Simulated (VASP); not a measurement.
# BAs: optical spectrum with PBEsol

The system is BAs.

```
CELL_PARAMETERS angstrom
2.93437 0.00000 0.00000
0.00000 2.93437 0.00000
0.00000 0.00000 2.93437
ATOMIC_POSITIONS crystal
B 0.50000 0.50000 0.50000
As 0.00000 0.00000 0.00000
```

The cell was built by a generator and needn't be a form met in nature.

- Program: VASP 6.6.1
- Task: optical spectrum
- Functional: PBEsol
- Potentials or basis: VASP PAW PBE potentials, release 64 (B, As)
- Cutoff: 520 eV
- k mesh: 9 × 9 × 9
- Occupations: gaussian, width 0.02 eV
- Spin: no spin polarisation
- Further INCAR settings: ALGO = Normal; EDIFF = 1e-06; NBANDS = 52

```
Pressure               : -3.6 GPa
Band gap on the k mesh : none (metal or under the smearing width)
```

Levels at points of the mesh, in eV from the Fermi level:
```
           k point  band 2  band 3  band 4  band 5  band 6  band 7
(0.00, 0.00, 0.00)   -0.69   -0.69   -0.69   -0.04    5.75    5.75
```

Dielectric function (mean over the directions given):
```tsv
energy (eV)	real part	imaginary part
0.28	50.67	2.38
0.95	72.23	112.21
1.62	-16.91	23.70
2.29	-16.46	16.33
2.96	-8.25	7.75
3.63	-6.29	2.69
4.36	-2.60	1.31
5.03	-1.02	2.20
5.70	-0.53	1.03
6.37	-0.46	3.79
7.04	-1.27	2.36
7.71	-0.76	0.73
8.43	-0.21	0.80
9.10	0.30	0.39
9.77	-0.01	1.87
10.44	-0.13	0.49
11.11	-0.25	0.38
11.78	0.29	0.81
12.51	0.18	0.21
13.18	0.25	0.34
13.85	0.51	0.31
14.52	0.54	0.23
15.19	0.65	0.60
15.86	0.60	0.22
16.59	0.23	0.38
17.26	0.59	0.35
17.93	0.45	0.25
18.60	0.50	0.29
19.27	0.55	0.18
19.99	0.57	0.12
```

It took 46 s on 1 thread of AMD EPYC 7R43 64-Core Processor (Zen 3), with other jobs on the host, peak memory 0.14 GiB.

Caveat: spectra need much finer meshes, so this one isn't converged; independent-particle spectra lack excitons; the intraband (Drude) part of a metal's response may be missing; the PAW data sets were made with another functional, which shifts forces and pressure a little.
